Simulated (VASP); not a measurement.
# BP (F-43m) in VASP: a series of runs, part 2 of 2

VASP 6.6.1. The steps go on from the part before.

## Step 5: Single point, HSE06

Input file POSCAR:

```
BP
1.0
    0.0000000000      2.2690000000      2.2690000000
    2.2690000000      0.0000000000      2.2690000000
    2.2690000000      2.2690000000      0.0000000000
P B
1 1
Direct
    0.7500000000      0.7500000000      0.7500000000
    0.0000000000      0.0000000000      0.0000000000
```

Input file INCAR.step1:

```
PREC = Accurate ; ENCUT = 350
EDIFF = 1E-5 ; ISMEAR = 0
SIGMA = 0.01 ; LREAL = False
LASPH = True ; NELM = 100
ALGO = Normal ; ISIF = 2
LWAVE = True ; LCHARG = False
NKRED = 1 ; NBANDS = 12
GGA = PE
```

Input file INCAR.step2:

```
PREC = Accurate ; ENCUT = 350
EDIFF = 1E-6 ; ISMEAR = 0
SIGMA = 0.01 ; LREAL = False
LASPH = True ; NELM = 100
ALGO = Normal ; ISIF = 2
LWAVE = False ; LCHARG = False
GGA = PE ; LHFCALC = True
HFSCREEN = 0.2 ; PRECFOCK = Fast
NKRED = 1 ; NBANDS = 12
ISTART = 1
```

Input file KPOINTS:

```
Automatic mesh
0
Gamma
  7 7 7
```

Potentials or basis: VASP PAW PBE potentials, release 64 (P, B).

Started as:

```bash
$ cat potpaw_PBE.64/P/POTCAR potpaw_PBE.64/B/POTCAR > POTCAR
$ cp INCAR.step1 INCAR
$ mpirun -np 1 vasp_std > vasp.out
$ cp INCAR.step2 INCAR
$ mpirun -np 1 vasp_std > vasp.out
```

OUTCAR:

```text
PREC = Accurate
   ENCUT = 350
   EDIFF = 1E-6
   ISMEAR = 0
   LREAL = False
   LASPH = True
   NELM = 100
   ISIF = 2
   GGA = PE
   LHFCALC = True
   HFSCREEN = 0.2
   PRECFOCK = Fast
   NKRED = 1
   ISTART = 1

 Found     20 irreducible k-points:

 Following reciprocal coordinates:
            Coordinates               Weight
  0.000000  0.000000  0.000000      1.000000
  0.142857  0.000000  0.000000      8.000000
  0.285714  0.000000  0.000000      8.000000
  0.428571  0.000000  0.000000      8.000000
  0.142857  0.142857  0.000000      6.000000
  0.285714  0.142857  0.000000     24.000000
   k-points           NKPTS =     20   k-points in BZ     NKDIM =    343   number of bands    NBANDS=     12
   number of dos      NEDOS =    301   number of ions     NIONS =      2
   total plane-waves  NPLWV =   8000
   dimension x,y,z NGX =    20 NGY =   20 NGZ =   20
   dimension x,y,z NGXF=    40 NGYF=   40 NGZF=   40
   ions per type =               1   1
   NGX,Y,Z   is equivalent  to a cutoff of  10.36, 10.36, 10.36 a.u.
   NGXF,Y,Z  is equivalent  to a cutoff of  20.72, 20.72, 20.72 a.u.
 SYSTEM =  unknown system
   PREC   = accura    normal or accurate (medium, high low for compatibility)
   ISTART =      1    job   : 0-new  1-cont  2-samecut
   ICHARG =      0    charge: 1-file 2-atom 10-const
   ISPIN  =      1    spin polarized calculation?
   LNONCOLLINEAR =      F non collinear calculations
   LSORBIT =      F    spin-orbit coupling
   LASPH  =      T    aspherical Exc in radial PAW
   ENCUT  =  350.0 eV  25.72 Ry    5.07 a.u.   4.89  4.89  4.89*2*pi/ulx,y,z
   NELM   =    100;   NELMIN=  2; NELMDL=  0     # of ELM steps
   EDIFF  = 0.1E-05   stopping-criterion for ELM
   LREAL  =      F    real-space projection
   EDIFFG = 0.1E-04   stopping-criterion for IOM
   NSW    =      0    number of steps for IOM
   IBRION =     -1    ionic relax: 0-MD 1-quasi-New 2-CG
   NFREE  =      0    steps in history (QN), initial steepest desc. (CG)
   ISIF   =      2    stress and relaxation
   ISYM   =      3    0-nonsym 1-usesym 2-fastsym
   POTIM  = 0.5000    time-step for ionic-motion
   TEBEG  =    0.0;   TEEND  =   0.0 temperature during run
   PSTRESS=    0.0 pullay stress
   NELECT =       8.0000    total number of electrons
   NUPDOWN=      -1.0000    fix difference up-down
   EMIN   =  10.00;   EMAX   =-10.00  energy-range for DOS
   EFERMI =   0.00;   METHOD = LEGACY
   ISMEAR =     0;   SIGMA  =   0.01  broadening in eV -4-tet -1-fermi 0-gaus
   EFERMI_NEDOS =   21; number of points for ismear=-14 and -15
   IALGO  =     38    algorithm
   IMIX   =      1    mixing-type and parameters
     AMIX     =   0.40;   BMIX     =  1.00
     AMIX_MAG =   1.60;   BMIX_MAG =  1.00
  volume/ion in A,a.u.               =      11.68        78.83
  Fermi-wavevector in a.u.,A,eV,Ry     =   1.145320  2.164342 17.847562  1.311759
  Thomas-Fermi vector in A             =   2.282009
   LORBIT       =      0    0 simple, 1 ext, 2 COOP (PROOUT), +10 PAW based schemes
   GGA     = PE    functional components
   LHFCALC =     T    Hartree Fock is set to
   PRECFOCK=fast      Normal, Fast or Accurate (Low or Medium for compatibility)
   ENCUT4O =  -1.0   cutoff for four orbital integrals eV
   NKREDX  =     1    reduce k-point grid by
   NKREDY  =     1    reduce k-point grid by
   NKREDZ  =     1    reduce k-point grid by
   AEXX    =    0.2500 exact exchange contribution
   HFSCREEN=    0.2000 screening length (either q_TF or 0.3 A-1)
   HFSCREENC=   0.2000 screening length for correlation (either q_TF or 0.3 A-1)
   ENCUTFOCK=  -1.0 apply spherical cutoff to Coloumb kernel
   IVDW    =     0    specifies the selected vdW correction
   LEPSILON=     F    determine dielectric tensor
   LRPA    =     F    only Hartree local field effects (RPA)
 non-spin polarized calculation
 Gauss-broadening in eV      SIGMA  =   0.01
  energy-cutoff  :      350.00
  volume of cell :       23.36
 maximum number of plane-waves:       359
  NGX = 12; NGY = 12; NGZ = 12

 number of electron       8.0000003 magnetization

 Free energy of the ion-electron system (eV)
  ---------------------------------------------------
  ext. energy  EPLUGINS =         0.00000000
  ---------------------------------------------------
  free energy    TOTEN  =       -14.86471879 eV

  energy without entropy =      -14.86471879  energy(sigma->0) =      -14.86471879

 E-fermi :   7.0774     XC(G=0):  -8.9953

 val. band max:        6.9990025953   @ k =   0.0000   0.0000   0.0000
 cond. band min:       8.9792702111   @ k =   0.4286   0.4286   0.0000
 fundamental gap:      1.9802676158
 Fermi energy:         7.0774362672

 k-point     1 :       0.0000    0.0000    0.0000
  band No.  band energies     occupation
      1     -10.1053      2.00000
      2       6.9990      2.00000
      3       6.9990      2.00000
      4       6.9990      2.00000
      5      11.3506      0.00000
      6      11.3506      0.00000
      7      11.3506      0.00000
      8      15.7025      0.00000
      9      19.6142      0.00000
     10      20.4741      0.00000
     11      20.4741      0.00000
     12      24.0761      0.00000

 k-point     2 :       0.1429    0.0000    0.0000
  band No.  band energies     occupation
      1      -9.7028      2.00000
      2       4.5395      2.00000
      3       6.4378      2.00000
      4       6.4378      2.00000
      5      11.9472      0.00000
      6      12.1305      0.00000
      7      12.1305      0.00000
      8      16.7456      0.00000
      9      19.3385      0.00000
     10      19.3385      0.00000
     11      20.7265      0.00000
     12      23.4620      0.00000

 k-point     3 :       0.2857    0.0000    0.0000
  band No.  band energies     occupation
      1      -8.5319      2.00000
      2       0.7370      2.00000
      3       5.6013      2.00000
      4       5.6013      2.00000
      5      11.9354      0.00000
      6      12.8997      0.00000
      7      12.8997      0.00000
      8      18.2935      0.00000
      9      19.5495      0.00000
     10      19.5495      0.00000
     11      21.3973      0.00000
     12      25.5310      0.00000

 k-point     4 :       0.4286    0.0000    0.0000
  band No.  band energies     occupation
      1      -6.8797      2.00000
      2      -2.3818      2.00000
      3       5.1242      2.00000
      4       5.1242      2.00000
      5      11.7760      0.00000
      6      12.7849      0.00000
      7      12.7849      0.00000
      8      18.4227      0.00000
      9      22.1894      0.00000
     10      22.1894      0.00000
     11      22.8482      0.00000
     12      26.7510      0.00000

 k-point     5 :       0.1429    0.1429    0.0000
  band No.  band energies     occupation
      1      -9.5679      2.00000
      2       5.3612      2.00000
      3       5.4813      2.00000
      4       5.4813      2.00000
      5      10.5080      0.00000
      6      13.4453      0.00000
      7      13.4453      0.00000
      8      15.5688      0.00000
      9      18.7423      0.00000
     10      21.0408      0.00000
     11      21.2515      0.00000
     12      25.0802      0.00000

 k-point     6 :       0.2857    0.1429    0.0000
  band No.  band energies     occupation
      1      -8.6475      2.00000
      2       2.0834      2.00000
      3       4.6073      2.00000
      4       4.9023      2.00000
      5      10.9097      0.00000
      6      14.1868      0.00000
      7      14.6553      0.00000
      8      14.7831      0.00000
      9      20.3255      0.00000
     10      21.3127      0.00000
     11      22.6419      0.00000
     12      25.3180      0.00000

 [... further k-points ...]

------------------------ aborting loop because EDIFF is reached ----------------------------------------

  FORCE on cell =-STRESS in cart. coord.  units (eV):
  Direction    XX          YY          ZZ          XY          YZ          ZX
  --------------------------------------------------------------------------------------
  -------------------------------------------------------------------------------------
  Total       -0.3359553     -0.3359553     -0.3359553      0.0000000     -0.0000000      0.0000000
  in kB      -23.0387314    -23.0387314    -23.0387314      0.0000000     -0.0000000      0.0000000
  external PRESSURE =     -23.0387314 kB  Pullay stress =       0.0000000 kB

 VOLUME and BASIS-vectors are now :
 -----------------------------------------------------------------------------
  energy-cutoff  :      350.00
  volume of cell :       23.36
      direct lattice vectors                 reciprocal lattice vectors
     0.000000000  2.269000000  2.269000000    -0.220361393  0.220361393  0.220361393
     2.269000000  0.000000000  2.269000000     0.220361393 -0.220361393  0.220361393
     2.269000000  2.269000000  0.000000000     0.220361393  0.220361393 -0.220361393

 POSITION                                       TOTAL-FORCE (eV/Angst)
 -----------------------------------------------------------------------------------
      3.40350      3.40350      3.40350        -0.000000     -0.000000     -0.000000
      0.00000      0.00000      0.00000         0.000000      0.000000      0.000000
 -----------------------------------------------------------------------------------
    total drift:                                0.000002     -0.000001      0.000000

  FREE ENERGIE OF THE ION-ELECTRON SYSTEM (eV)
  ---------------------------------------------------
  free  energy   TOTEN  =       -14.8647187917 eV

  energy  without entropy=      -14.8647187917  energy(sigma->0) =      -14.86471879
```

Run time: 88 s. Hardware: 1 thread of Intel Xeon Platinum 8488C (Sapphire Rapids), shared host; peak memory 0.22 GiB.

These settings aren't checked as converged: the numbers below hold their error.

What came out:

* Free energy: -14.8647 eV
* Band gap on the k mesh: 1.98 eV, indirect (least direct gap 4.35 eV)

Caveat: the cutoff is under 1.25 times the usual one of these potentials, so pressure, stress and relaxed cells hold a basis-set (Pulay) error; the PAW data sets were made with another functional, which shifts forces and pressure a little; an odd mesh through Γ misses points on the zone boundary, where band edges often lie.

## Step 6: Single point, HSE06

POSCAR is that of step 5.

Edit INCAR.step1 of step 5 so:

```diff
@@ -1,2 +1,2 @@
-PREC = Accurate ; ENCUT = 350
+PREC = Accurate ; ENCUT = 400
 EDIFF = 1E-5 ; ISMEAR = 0
```

Edit INCAR.step2 of step 5 so:

```diff
@@ -1,2 +1,2 @@
-PREC = Accurate ; ENCUT = 350
+PREC = Accurate ; ENCUT = 400
 EDIFF = 1E-6 ; ISMEAR = 0
```

KPOINTS is that of step 5.

Potentials or basis: VASP PAW PBE potentials, release 64 (P, B).

Started as:

```bash
$ cat potpaw_PBE.64/P/POTCAR potpaw_PBE.64/B/POTCAR > POTCAR
$ cp INCAR.step1 INCAR
$ mpirun -np 1 vasp_std > vasp.out
$ cp INCAR.step2 INCAR
$ mpirun -np 1 vasp_std > vasp.out
```

Wall time 2.4 min (1 thread of Intel Xeon Platinum 8488C (Sapphire Rapids), shared host); peak memory 0.23 GiB.

The run converged, but some of its settings lie outside the range that counts as converged, so its numbers aren't taken as properties of the crystal.

Results:

- Free energy: -14.8663 eV
- Pressure: -2.1 GPa
- Band gap on the k mesh: 1.98 eV, indirect (least direct gap 4.35 eV)

Caveat: the PAW data sets were made with another functional, which shifts forces and pressure a little; an odd mesh through Γ misses points on the zone boundary, where band edges often lie.
